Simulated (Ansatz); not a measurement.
**Sb: a closer look at a trial structure**

Aim: for this structure of Sb, see whether it has a gap, which orbitals make up the states near it and how charge is shared.

Computed with Ansatz 0.2.0 (DFT PBE, scalar-relativistic, plane waves, PAW, unless a step's input says otherwise).

1 further run of the same task is left out (set aside as unsound or not needed).

**1. The system as given**

Symmetry: P4/mbm, No. 127, tetragonal system. Conventional cell: a = 7.917 Å, b = 7.917 Å, c = 3.139 Å, α = 90.00°, β = 90.00°, γ = 90.00°. Sb (site symmetry m2m) is surrounded by 5 Sb at 2.92 to 3.14 Å. Sb (site symmetry 4/m) has 6 Sb at 3.10 to 3.14 Å as nearest neighbours.

As a file:

```cif
data_structure
_symmetry_space_group_name_H-M 'P4/mbm'
_symmetry_Int_Tables_number 127
_cell_length_a 7.9168
_cell_length_b 7.9168
_cell_length_c 3.1391
_cell_angle_alpha 90.000
_cell_angle_beta 90.000
_cell_angle_gamma 90.000
_cell_volume 196.75
loop_
_atom_site_label
_atom_site_type_symbol
_atom_site_symmetry_multiplicity
_atom_site_Wyckoff_symbol
_atom_site_fract_x
_atom_site_fract_y
_atom_site_fract_z
_atom_site_occupancy
Sb1 Sb 4 g 0.13019 0.36981 0.00000 1
Sb2 Sb 2 a 0.00000 0.00000 0.00000 1
```

The cell was relaxed beforehand at this level, from a generated guess; it is a trial structure. At a tolerance of 0.05 Å it has space group P4/mbm (No. 127); it has 32.79 Å³/atom, an uncorrected energy of +0.12 eV/atom over the standard state.

**2. Electronic structure at the relaxed geometry**

The input, input.yaml:

```yaml
crystal:
  lattice:
    - [7.9167745009, 0.0, 0.0]
    - [0.0, 7.9167745009, 0.0]
    - [0.0, 0.0, 3.1391499321]
  atoms:
    - { symbol: Sb, position: [0.1301866878, 0.3698133122, 0.0] }
    - { symbol: Sb, position: [0.3698133122, 0.8698133122, 0.0] }
    - { symbol: Sb, position: [0.8698133122, 0.6301866878, 0.0] }
    - { symbol: Sb, position: [0.6301866878, 0.1301866878, 0.0] }
    - { symbol: Sb, position: [0.0, 0.0, 0.0] }
    - { symbol: Sb, position: [0.5, 0.5, 0.0] }
basis:
  ecutwfc: 420
kpoints:
  mp_grid: { grid: [6, 6, 12] }
  band_path:
    path:
      - [[0.0, 0.0, 0.0], [0.0, 0.5, 0.0], [0.5, 0.5, 0.0], [0.0, 0.0, 0.0], [0.0, 0.0, 0.5], [0.0, 0.5, 0.5], [0.5, 0.5, 0.5], [0.0, 0.0, 0.5]]
      - [[0.0, 0.5, 0.0], [0.0, 0.5, 0.5]]
      - [[0.5, 0.5, 0.0], [0.5, 0.5, 0.5]]
    npoints: 14
hamiltonian:
  xc: pbe
scf:
  occupations: { method: gaussian, width: 0.1 }
  n_extra_bands: 15
output:
  forces: true
  stress: true
  eigenvalues: true
  populations: true
  dos: { projected: true, de: 0.02, nscf_kmesh: { grid: [8, 8, 15] } }
  bader: true
  write_density: true
  write_potential: true
  elf: true
  volumetric_format: npy
```

The run is started by

```sh
ansatz run input.yaml --threads 1 --pin off --max-ram 2560MiB --backend cpu --events-out ev --progress --plain --runs-dir out
```

Before running it: what results should come out? Wanted: gap; states at the Fermi level; Bader charges.

**Answer**, as computed:

| quantity | value |
| --- | --- |
| gap | none (metal) |
| states at the Fermi level | 3.73 per eV per cell |
| Bader charges | Sb -0.03 to +0.07 e |

In words: There is no gap at this level. Of the projected weight within 0.25 eV of the Fermi level, the largest part is Sb 5p (88 %). These runs have no spin-orbit coupling; with Sb it would split and shift bands.
